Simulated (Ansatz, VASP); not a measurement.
# Two plane-wave programs on SnTe

The input INCAR:

```
PREC     = Accurate       # precision mode
ENCUT    = 520            # plane-wave cutoff, eV
EDIFF    = 1E-7           # SCF threshold, eV
ISMEAR   = -1             # smearing method
SIGMA    = 0.05           # smearing width, eV
LREAL    = False          # projectors in reciprocal space
LASPH    = True           # aspherical terms in the spheres
NELM     = 80             # most SCF steps
ALGO     = Normal         # electronic algorithm
ISIF     = 2              # what is computed and relaxed
LWAVE    = False          # write WAVECAR
LCHARG   = False          # write CHGCAR
GGA      = RE             # functional
```

The input KPOINTS:

```
Automatic mesh
0
Gamma
  7 7 7
```

File POSCAR:

```
SnTe
1.0
    0.0000000000      3.1508500000      3.1508500000
    3.1508500000      0.0000000000      3.1508500000
    3.1508500000      3.1508500000      0.0000000000
Te Sn
1 1
Direct
    0.5000000000      0.5000000000      0.5000000000
    0.0000000000      0.0000000000      0.0000000000
```

KPOINTS_OPT

```
path GXWKGLUWLK,UX
20
line-mode
reciprocal
 0.0000000000  0.0000000000  0.0000000000  G
 0.5000000000  0.0000000000  0.5000000000  X

 0.5000000000  0.0000000000  0.5000000000  X
 0.5000000000  0.2500000000  0.7500000000  W

 0.5000000000  0.2500000000  0.7500000000  W
 0.3750000000  0.3750000000  0.7500000000  K

 0.3750000000  0.3750000000  0.7500000000  K
 0.0000000000  0.0000000000  0.0000000000  G

 0.0000000000  0.0000000000  0.0000000000  G
 0.5000000000  0.5000000000  0.5000000000  L

 0.5000000000  0.5000000000  0.5000000000  L
 0.6250000000  0.2500000000  0.6250000000  U

 0.6250000000  0.2500000000  0.6250000000  U
 0.5000000000  0.2500000000  0.7500000000  W

 0.5000000000  0.2500000000  0.7500000000  W
 0.5000000000  0.5000000000  0.5000000000  L

 0.5000000000  0.5000000000  0.5000000000  L
 0.3750000000  0.3750000000  0.7500000000  K

 0.6250000000  0.2500000000  0.6250000000  U
 0.5000000000  0.0000000000  0.5000000000  X
```

File input.yaml:

```yaml
crystal:
  lattice:
    - [0.0, 3.15085, 3.15085]
    - [3.15085, 0.0, 3.15085]
    - [3.15085, 3.15085, 0.0]
  atoms:
    - { symbol: Te, position: [0.5, 0.5, 0.5] }
    - { symbol: Sn, position: [0.0, 0.0, 0.0] }
hamiltonian:
  xc: revpbe
  pseudopotentials: { kind: paw }
kpoints:
  mp_grid: { grid: [7, 7, 7] }
  band_path:
    path:
      - [[0.0, 0.0, 0.0], [0.5, 0.0, 0.5], [0.5, 0.25, 0.75], [0.375, 0.375, 0.75], [0.0, 0.0, 0.0], [0.5, 0.5, 0.5], [0.625, 0.25, 0.625], [0.5, 0.25, 0.75], [0.5, 0.5, 0.5], [0.375, 0.375, 0.75]]
      - [[0.625, 0.25, 0.625], [0.5, 0.0, 0.5]]
    npoints: 14
scf:
  occupations: { method: fermi_dirac, width: 0.05 }
  n_extra_bands: 6
output:
  forces: true
  stress: true
  eigenvalues: true
  fatbands: false
```

Alike in both runs: task band structure; functional revPBE; k mesh 7 × 7 × 7; occupations fermi-dirac, width 0.05 eV; no spin polarisation.

|  | VASP | Ansatz |
| --- | --- | --- |
| version | VASP 6.6.1 | Ansatz 0.2.0 |
| potentials or method | VASP PAW PBE potentials, release 64 (Te, Sn_d) | Ansatz PAW |
| plane-wave cutoff (eV) | 520 | 420 |
| valence electrons in the cell | 20 | 30 |

|  | VASP | Ansatz | Ansatz less VASP |
| --- | --- | --- | --- |
| gap on the k mesh at the Fermi level (eV) | 0.66 | 0.66 | +0.001 |
| least direct gap on the mesh (eV) | 0.66 | 0.66 | +0.001 |
| gap along the band path (eV) | 0.04 | 0.07 | +0.029 |
| pressure (GPa) | 3.2 | 3.3 | +0.03 |

With one functional, cell and mesh, what is left measures potentials, basis and numerics. The two sets of potentials don't hold the same shells in valence.

Caveats: spin-orbit coupling is left out, which moves the levels of the heavy elements; the PAW data sets were made with another functional, which shifts forces and pressure a little (VASP); the PAW data sets come from PBE, with cores solved anew for the run's functional, which leaves a small shift of forces and pressure (Ansatz).
